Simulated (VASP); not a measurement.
## ZnSnN2: single point with r2SCAN

The system is ZnSnN2.

```
Zn Sn N
1.0
     3.41524    0.00000    0.00000
     0.00000    3.41524    0.00000
     0.00000    0.00000    4.77055
Zn Sn N
1 1 2
Direct
  0.00000 0.00000 0.00000
  0.50000 0.50000 0.50000
  0.00000 0.50000 0.24463
  0.50000 0.00000 0.75537
```

The cell was built by a generator and needn't be a form met in nature.

* Program: VASP 6.6.1
* Task: single point
* Functional: r2SCAN
* Potentials or basis: VASP PAW PBE potentials, release 64 (Zn, Sn_d, N)
* Cutoff: 520 eV
* k mesh: 10 × 10 × 8
* Occupations: gaussian, width 0.1 eV
* Spin: no spin polarisation

- Pressure: -4.6 GPa
- Largest force: 0.133 eV/Å
- Band gap on the k mesh: 0.21 eV, direct

Forces on the atoms (eV/Å):
```
Zn   0.000  0.000  0.000
Sn   0.000  0.000  0.000
N    0.000  0.000  0.133
N    0.000  0.000 -0.133
```

Stress tensor (GPa, compression positive):
```
-4.58  0.00  0.00
 0.00 -4.58  0.00
 0.00  0.00 -4.68
```

Levels at points of the mesh, in eV from the valence-band top:
| k point | band 15 | band 16 | band 17 | band 18 | band 19 | band 20 | band 21 | band 22 |
| --- | --- | --- | --- | --- | --- | --- | --- | --- |
| (0.00, 0.00, 0.00) | -2.91 | -0.02 | 0.00 | 0.00 | 0.21 | 3.01 | 6.51 | 9.47 |
| (0.50, 0.00, 0.00) | -2.99 | -2.69 | -1.71 | -0.54 | 4.08 | 5.88 | 6.52 | 7.68 |
| (0.50, 0.50, 0.00) | -3.42 | -2.56 | -2.56 | -1.90 | 3.15 | 3.15 | 5.32 | 7.60 |
| (0.00, 0.00, 0.50) | -2.07 | -2.07 | -0.94 | -0.94 | 3.05 | 3.56 | 7.27 | 7.59 |
| (0.50, 0.00, 0.50) | -1.70 | -1.19 | -0.68 | -0.48 | 2.77 | 4.56 | 7.33 | 7.69 |
| (0.50, 0.50, 0.50) | -3.48 | -3.48 | -3.33 | -2.81 | 5.58 | 5.58 | 6.11 | 9.03 |

Wall time 3.8 min on 4 MPI ranks on Intel(R) Xeon(R) Platinum 8488C (Sapphire Rapids), with other jobs on the host, peak memory 0.27 GiB a rank.

Caveat: the PAW data sets were made with another functional, which shifts forces and pressure a little; spin-orbit coupling is left out, which moves the levels of the heavy elements. r2SCAN opens gaps a little over a GGA but as a rule still falls short of measured ones.
